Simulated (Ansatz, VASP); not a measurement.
**CdTe: VASP beside Ansatz**

INCAR

```
SYSTEM = CdTe
PREC = Accurate
ENCUT = 520
EDIFF = 1E-6
ISMEAR = 0
SIGMA = 0.05
LREAL = .FALSE.
LASPH = .TRUE.
NELM = 100
ALGO = Fast
ISIF = 2
LWAVE = .FALSE.
LCHARG = .TRUE.
GGA = PE
LELF = .TRUE.
LVHAR = .TRUE.
NBANDS = 16
```

Contents of KPOINTS:

```
regular mesh
0
G
  8 8 8
  0 0 0
```

File POSCAR:

```
CdTe
1.0
    0.0000000000      3.0447500000      3.2851250000
    3.0447500000      0.0000000000      3.2851250000
    3.0447500000      3.0447500000      0.0000000000
Cd Te
1 1
Direct
    0.0000000000      0.0000000000      0.0000000000
    0.7500000000      0.7500000000      0.7500000000
```

Input for Ansatz:

```yaml
crystal:
  lattice:
    - [0.0, 3.04475, 3.285125]
    - [3.04475, 0.0, 3.285125]
    - [3.04475, 3.04475, 0.0]
  atoms:
    - { symbol: Cd, position: [0.0, 0.0, 0.0] }
    - { symbol: Te, position: [0.75, 0.75, 0.75] }
basis:
  ecutwfc: 420
kpoints:
  mp_grid: { grid: [8, 8, 8] }
hamiltonian:
  xc: pbe
scf:
  occupations: { method: gaussian, width: 0.05 }
output:
  forces: true
  stress: true
  eigenvalues: true
```

Change from the starting cell: strain -0.050 along x and y, +0.025 along z, atoms carried along.

Alike in both runs: task single point; functional PBE; k mesh 8 × 8 × 8; occupations gaussian, width 0.05 eV; no spin polarisation.

|  | VASP | Ansatz |
| --- | --- | --- |
| version | VASP 6.6.1 | Ansatz 0.2.0 |
| potentials or method | VASP PAW PBE potentials, release 64 (Cd, Te) | scalar-relativistic, plane waves, PAW |
| plane-wave cutoff (eV) | 520 | 420 |
| valence electrons in the cell | 18 | 36 |

|  | VASP | Ansatz | Ansatz less VASP |
| --- | --- | --- | --- |
| gap on the k mesh at the Fermi level (eV) | 0.99 | 0.99 | -0.004 |
| least direct gap on the mesh (eV) | 0.99 | 0.99 | -0.004 |
| pressure (GPa) | 9.3 | 9.1 | -0.20 |
| largest component of the traceless stress (GPa) | 0.60 | 0.60 | +0.007 |

The two sets of potentials don't hold the same shells in valence.

Caveats: spin-orbit coupling is left out, which moves the levels of the heavy elements.
